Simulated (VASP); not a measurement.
# AlN (P6_3mc) in VASP: further runs

Runs on AlN. Level: PBE. Tasks: relaxation of cell and atoms.

Everything below comes from runs of VASP 6.6.1. Logs are shortened: lines on timing, memory, paths and dates and some standing lists are left out, and cuts for length are marked.

## 1. Starting point

It takes space group P6_3mc (No. 186, hexagonal). Conventional cell: a = 3.113 Å, b = 3.113 Å, c = 4.981 Å, α = 90.00°, β = 90.00°, γ = 120.00°. Around Al (site symmetry 3m) lie 4 N at 1.89 Å. N (site symmetry 3m) has 4 Al at 1.89 Å as nearest neighbours.

## 2. Relaxation of cell and atoms, PBE

Contents of INCAR:

```
PREC     = Accurate       # precision mode
ENCUT    = 520            # plane-wave cutoff, eV
EDIFF    = 0.05           # SCF threshold, eV
ISMEAR   = 0              # smearing method
SIGMA    = 0.02           # smearing width, eV
LREAL    = False          # projectors in reciprocal space
LASPH    = True           # aspherical terms in the spheres
NELM     = 100            # most SCF steps
ALGO     = Fast           # electronic algorithm
ISIF     = 3              # what is computed and relaxed
LWAVE    = False          # write WAVECAR
LCHARG   = False          # write CHGCAR
GGA      = PE             # functional
IBRION   = 2              # ionic algorithm
NSW      = 80             # ionic steps
EDIFFG   = -0.002         # ionic threshold
KPAR     = 4
```

Contents of KPOINTS:

```
Automatic mesh
0
Gamma
  12 12 6
```

Contents of POSCAR:

```
AlN
1.0
    3.1130000000      0.0000000000      0.0000000000
   -1.5565000000      2.6959370800      0.0000000000
    0.0000000000      0.0000000000      4.9810000000
Al N
2 2
Direct
    0.3333333300      0.6666666700      0.0000000000
    0.6666666700      0.3333333300      0.5000000000
    0.3333333300      0.6666666700      0.3800000000
    0.6666666700      0.3333333300      0.8800000000
```

Potentials or basis: VASP PAW PBE potentials, release 64 (Al, N).

Started as:

```bash
cat potpaw_PBE.64/Al/POTCAR potpaw_PBE.64/N/POTCAR > POTCAR
mpirun -np 4 vasp_std > vasp.out
```

OUTCAR:

```text
PREC = Accurate
   ENCUT = 520
   EDIFF = 0.05
   ISMEAR = 0
   LREAL = False
   LASPH = True
   NELM = 100
   ISIF = 3
   GGA = PE
   IBRION = 2
   NSW = 80
   EDIFFG = -0.002

 ion  position               nearest neighbor table
   1  0.333  0.667  0.000-   3 1.89   4 1.89   4 1.89   4 1.89   2 3.07   2 3.07   2 3.07   2 3.07
                             2 3.07   2 3.07
   2  0.667  0.333  0.500-   4 1.89   3 1.89   3 1.89   3 1.89   1 3.07   1 3.07   1 3.07   1 3.07
                             1 3.07   1 3.07
   3  0.333  0.667  0.380-   1 1.89   2 1.89   2 1.89   2 1.89
   4  0.667  0.333  0.880-   2 1.89   1 1.89   1 1.89   1 1.89

  LATTYP: Found a hexagonal cell.
 ALAT       =     3.1130000000
 C/A-ratio  =     1.6000642467

  Lattice vectors:

 A1 = (   3.1130000000,   0.0000000000,   0.0000000000)
 A2 = (  -1.5565000000,   2.6959370800,   0.0000000000)
 A3 = (   0.0000000000,   0.0000000000,   4.9810000000)

Analysis of symmetry for initial positions (statically):
=====================================================================
 Subroutine PRICEL returns:
 Original cell was already a primitive cell.

 Routine SETGRP: Setting up the symmetry group for a
 hexagonal supercell.

 Subroutine GETGRP returns: Found 12 space group operations
 (whereof  6 operations were pure point group operations)
 out of a pool of 24 trial point group operations.

The static configuration has the point symmetry C_3v.
 The point group associated with its full space group is C_6v.

Analysis of symmetry for dynamics (positions and initial velocities):
=====================================================================
 Subroutine PRICEL returns:
 Original cell was already a primitive cell.

 Routine SETGRP: Setting up the symmetry group for a
 hexagonal supercell.

 Subroutine GETGRP returns: Found 12 space group operations
 (whereof  6 operations were pure point group operations)
 out of a pool of 24 trial point group operations.

The dynamic configuration has the point symmetry C_3v.
 The point group associated with its full space group is C_6v.

 Subroutine INISYM returns: Found 12 space group operations
 (whereof  6 operations are pure point group operations),
 and found     1 'primitive' translations

----------------------------------------------------------------------------------------

                                     Primitive cell

  volume of cell :      41.8028

  direct lattice vectors                    reciprocal lattice vectors
     3.113000000  0.000000000  0.000000000     0.321233537  0.185464269  0.000000000
    -1.556500000  2.695937080  0.000000000     0.000000000  0.370928538  0.000000000
     0.000000000  0.000000000  4.981000000     0.000000000  0.000000000  0.200762899

  length of vectors
     3.113000000  3.112999998  4.981000000     0.370928538  0.370928538  0.200762899

  position of ions in fractional coordinates (direct lattice)
     0.333333330  0.666666670  0.000000000
     0.666666670  0.333333330  0.500000000
     0.333333330  0.666666670  0.380000000
     0.666666670  0.333333330  0.880000000

  ion indices of the primitive-cell ions
   primitive index   ion index
                 1           1
                 2           2
                 3           3
                 4           4

----------------------------------------------------------------------------------------

 KPOINTS: Automatic mesh

Automatic generation of k-mesh.
 Grid dimensions read from file:
 generate k-points for:   12   12    6

 Generating k-lattice:

  Cartesian coordinates                     Fractional coordinates (reciprocal lattice)
     0.026769461  0.015455356  0.000000000     0.083333333 -0.000000000  0.000000000
     0.000000000  0.030910712  0.000000000     0.000000000  0.083333333  0.000000000
     0.000000000  0.000000000  0.033460483     0.000000000  0.000000000  0.166666667

  Length of vectors
     0.030910711  0.030910712  0.033460483

  Shift w.r.t. Gamma in fractional coordinates (k-lattice)
     0.000000000  0.000000000  0.000000000

 Subroutine IBZKPT returns following result:
 ===========================================

 Found     76 irreducible k-points:

 Following reciprocal coordinates:
            Coordinates               Weight
  0.000000  0.000000  0.000000      1.000000
  0.083333  0.000000  0.000000      6.000000
  0.166667  0.000000  0.000000      6.000000
  0.250000  0.000000  0.000000      6.000000
  0.333333  0.000000  0.000000      6.000000
  0.416667  0.000000  0.000000      6.000000
[... 16 lines left out ...]
  0.250000  0.000000  0.166667     12.000000
  0.333333  0.000000  0.166667     12.000000
 [... further k-points ...]
   k-points           NKPTS =     76   k-points in BZ     NKDIM =     76   number of bands    NBANDS=     12
   number of dos      NEDOS =    301   number of ions     NIONS =      4
   total plane-waves  NPLWV =  23040
   dimension x,y,z NGX =    24 NGY =   24 NGZ =   40
   dimension x,y,z NGXF=    48 NGYF=   48 NGZF=   80
   ions per type =               2   2
   NGX,Y,Z   is equivalent  to a cutoff of  12.82, 12.82, 13.35 a.u.
   NGXF,Y,Z  is equivalent  to a cutoff of  25.63, 25.63, 26.70 a.u.
 SYSTEM =  unknown system
   PREC   = accura    normal or accurate (medium, high low for compatibility)
   ISTART =      0    job   : 0-new  1-cont  2-samecut
   ICHARG =      2    charge: 1-file 2-atom 10-const
   ISPIN  =      1    spin polarized calculation?
   LNONCOLLINEAR =      F non collinear calculations
   LSORBIT =      F    spin-orbit coupling
   LASPH  =      T    aspherical Exc in radial PAW
   ENCUT  =  520.0 eV  38.22 Ry    6.18 a.u.   5.79  5.79  9.26*2*pi/ulx,y,z
   NELM   =    100;   NELMIN=  2; NELMDL= -5     # of ELM steps
   EDIFF  = 0.5E-01   stopping-criterion for ELM
   LREAL  =      F    real-space projection
   EDIFFG = -.2E-02   stopping-criterion for IOM
   NSW    =     80    number of steps for IOM
   IBRION =      2    ionic relax: 0-MD 1-quasi-New 2-CG
   NFREE  =      1    steps in history (QN), initial steepest desc. (CG)
   ISIF   =      3    stress and relaxation
   ISYM   =      2    0-nonsym 1-usesym 2-fastsym
   POTIM  = 0.5000    time-step for ionic-motion
   TEBEG  =    0.0;   TEEND  =   0.0 temperature during run
   PSTRESS=    0.0 pullay stress
   NELECT =      16.0000    total number of electrons
   NUPDOWN=      -1.0000    fix difference up-down
   EMIN   =  10.00;   EMAX   =-10.00  energy-range for DOS
   EFERMI =   0.00;   METHOD = LEGACY
   ISMEAR =     0;   SIGMA  =   0.02  broadening in eV -4-tet -1-fermi 0-gaus
   EFERMI_NEDOS =   21; number of points for ismear=-14 and -15
   IALGO  =     68    algorithm
   IMIX   =      4    mixing-type and parameters
     AMIX     =   0.40;   BMIX     =  1.00
     AMIX_MAG =   1.60;   BMIX_MAG =  1.00
  volume/ion in A,a.u.               =      10.45        70.52
  Fermi-wavevector in a.u.,A,eV,Ry     =   1.188629  2.246183 19.222843  1.412839
  Thomas-Fermi vector in A             =   2.324754
   LORBIT       =      0    0 simple, 1 ext, 2 COOP (PROOUT), +10 PAW based schemes
   GGA     = PE    functional components
   LHFCALC =     F    Hartree Fock is set to
   AEXX    =    0.0000 exact exchange contribution
   IVDW    =     0    specifies the selected vdW correction
   LEPSILON=     F    determine dielectric tensor
   LRPA    =     F    only Hartree local field effects (RPA)
 conjugate gradient relaxation of ions
 non-spin polarized calculation
 RMM-DIIS sequential band-by-band and
 Gauss-broadening in eV      SIGMA  =   0.02
  energy-cutoff  :      520.00
  volume of cell :       41.80
 maximum number of plane-waves:      1152
 NGX is ok and might be reduce to    24
   NGX = 11   NGY = 11   NGZ = 19

--------------------------------------- Ionic step        1  -------------------------------------------

 number of electron      15.9999997 magnetization

 Free energy of the ion-electron system (eV)
  ---------------------------------------------------
  ext. energy  EPLUGINS =         0.00000000
  ---------------------------------------------------
  free energy    TOTEN  =       -29.77652207 eV

  energy without entropy =      -29.77652207  energy(sigma->0) =      -29.77652207

------------------------ aborting loop because EDIFF is reached ----------------------------------------

  FORCE on cell =-STRESS in cart. coord.  units (eV):
  Direction    XX          YY          ZZ          XY          YZ          ZX
  --------------------------------------------------------------------------------------
  -------------------------------------------------------------------------------------
  Total        1.9040583      1.9040583      2.3392160      0.0000000     -0.0000000      0.0000000
  in kB       72.9769005     72.9769004     89.6552022      0.0000000     -0.0000000      0.0000000
  external PRESSURE =      78.5363344 kB  Pullay stress =       0.0000000 kB
[... 95 lines left out ...]
  FREE ENERGIE OF THE ION-ELECTRON SYSTEM (eV)
  ---------------------------------------------------
  free  energy   TOTEN  =       -29.7764750178 eV

  energy  without entropy=      -29.7764750178  energy(sigma->0) =      -29.77647502

[... ionic steps 4 to 23 ...]

--------------------------------------- Ionic step       24  -------------------------------------------

 number of electron      15.9999998 magnetization

------------------------ aborting loop because EDIFF is reached ----------------------------------------
[... 71 lines left out ...]
--------------------------------------- Ionic step       26  -------------------------------------------

 number of electron      15.9999998 magnetization

 Free energy of the ion-electron system (eV)
  ---------------------------------------------------
  ext. energy  EPLUGINS =         0.00000000
  ---------------------------------------------------
  free energy    TOTEN  =       -29.78011847 eV

  energy without entropy =      -29.78011847  energy(sigma->0) =      -29.78011847

 E-fermi :   6.0771     XC(G=0): -10.8329

 val. band max:        5.9760925807   @ k =   0.0000   0.0000   0.0000
 cond. band min:      10.0322075141   @ k =   0.0000   0.0000   0.0000
 fundamental gap:      4.0561149335
 Fermi energy:         6.0771433321

 k-point     1 :       0.0000    0.0000    0.0000
  band No.  band energies     occupation
      1      -9.0982      2.00000
      2      -7.0121      2.00000
      3       0.0650      2.00000
      4       5.1325      2.00000
      5       5.1325      2.00000
      6       5.7749      2.00000
      7       5.7749      2.00000
      8       5.9761      2.00000
      9      10.0322      0.00000
     10      12.4989      0.00000
     11      16.4432      0.00000
     12      17.0155      0.00000
[... 331 lines left out ...]
 k-point    24 :       0.3333    0.0000    0.1667
  band No.  band energies     occupation
      1      -7.8042      2.00000
      2      -6.6104      2.00000
      3       1.1323      2.00000
      4       2.0800      2.00000
      5       2.6818      2.00000
      6       4.2366      2.00000
      7       5.1969      2.00000
      8       5.3312      2.00000
      9      11.7610      0.00000
     10      12.5781      0.00000
     11      14.3312      0.00000
     12      16.0181      0.00000

 [... further k-points ...]

------------------------ aborting loop because EDIFF is reached ----------------------------------------

  FORCE on cell =-STRESS in cart. coord.  units (eV):
  Direction    XX          YY          ZZ          XY          YZ          ZX
  --------------------------------------------------------------------------------------
  -------------------------------------------------------------------------------------
  Total       -0.0009063     -0.0009063     -0.0015928      0.0000000      0.0000000      0.0000000
  in kB       -0.0341466     -0.0341466     -0.0600135      0.0000000      0.0000000      0.0000000
  external PRESSURE =      -0.0427689 kB  Pullay stress =       0.0000000 kB
[... 19 lines left out ...]
  FREE ENERGIE OF THE ION-ELECTRON SYSTEM (eV)
  ---------------------------------------------------
  free  energy   TOTEN  =       -29.7801184702 eV

  energy  without entropy=      -29.7801184702  energy(sigma->0) =      -29.78011847

 reached required accuracy - stopping structural energy minimisation
```

Run time: 68 s. Hardware: 4 MPI ranks of Intel Xeon Platinum 8259CL at 2.50GHz (Skylake/Cascade Lake), shared host; peak memory 0.18 GiB.

Results:

```
Free energy                            : -29.7801 eV
Relaxed volume                         : 10.63 Å³/atom
Relaxed cell                           : a = 3.129 Å, b = 3.129 Å, c = 5.016 Å, α = 90.00°, β = 90.00°, γ = 120.00°
Space group after relaxing (to 0.05 Å) : P6_3mc (No. 186)
Energy gained by relaxing              : 0.9 meV/atom
Ionic steps                            : 26
Pressure after relaxing                : 0.0 GPa
Band gap on the k mesh                 : 4.06 eV, direct
```

Step by step:
```
step  energy change (eV)  largest force (eV/Å)  pressure (GPa)  volume (Å³)
   1              0.0000                0.1274            7.85        41.80
   2              0.0733                0.0811          -10.86        44.98
   3              0.0000                0.0198           -1.72        43.08
   4             -0.0020                0.0363           -2.02        42.85
   5             -0.0026                0.0775           -0.18        42.32
   6             -0.0025                0.0795            1.02        42.31
   7             -0.0032                0.0021            0.89        42.35
   8             -0.0031                0.0276            0.77        42.36
   9             -0.0031                0.0197            0.77        42.35
  10             -0.0036                0.0026            0.34        42.54
  11             -0.0032                0.0117           -0.44        42.68
  12             -0.0035                0.0059           -0.57        42.60
  13             -0.0036                0.0025           -0.27        42.56
  14             -0.0036                0.0015           -0.18        42.55
  15             -0.0036                0.0002           -0.12        42.54
  16             -0.0036                0.0001           -0.10        42.54
  17             -0.0036                0.0000           -0.03        42.52
  18             -0.0036                0.0004            0.04        42.50
  19             -0.0036                0.0002            0.08        42.51
  20             -0.0036                0.0001            0.04        42.51
  21             -0.0036                0.0000            0.02        42.52
  22             -0.0036                0.0002            0.03        42.52
  23             -0.0036                0.0014           -0.04        42.54
  24             -0.0036                0.0013           -0.07        42.53
  25             -0.0036                0.0012           -0.02        42.52
  26             -0.0036                0.0007            0.00        42.52
```

Final structure:
```
Al N
1.0
     3.12860    0.00000    0.00000
    -1.56430    2.70945    0.00000
     0.00000    0.00000    5.01635
Al N
2 2
Direct
  0.33333 0.66667 0.99925
  0.66667 0.33333 0.49925
  0.33333 0.66667 0.38075
  0.66667 0.33333 0.88075
```

Levels at points of the mesh, in eV from the valence-band top:
```tsv
k point	band 4	band 5	band 6	band 7	band 8	band 9	band 10	band 11	band 12
(0.00, 0.00, 0.00)	-0.84	-0.84	-0.20	-0.20	0.00	4.06	6.52	10.47	11.04
(0.50, 0.00, 0.00)	-4.12	-3.30	-2.05	-1.74	-0.68	5.76	5.77	8.04	10.15
(0.00, 0.00, 0.50)	-3.30	-0.53	-0.53	-0.53	-0.53	6.32	6.32	10.18	10.18
(0.50, 0.00, 0.50)	-5.53	-1.44	-1.44	-1.35	-1.35	5.25	5.25	9.15	9.15
```

[end of part 1 of 2]
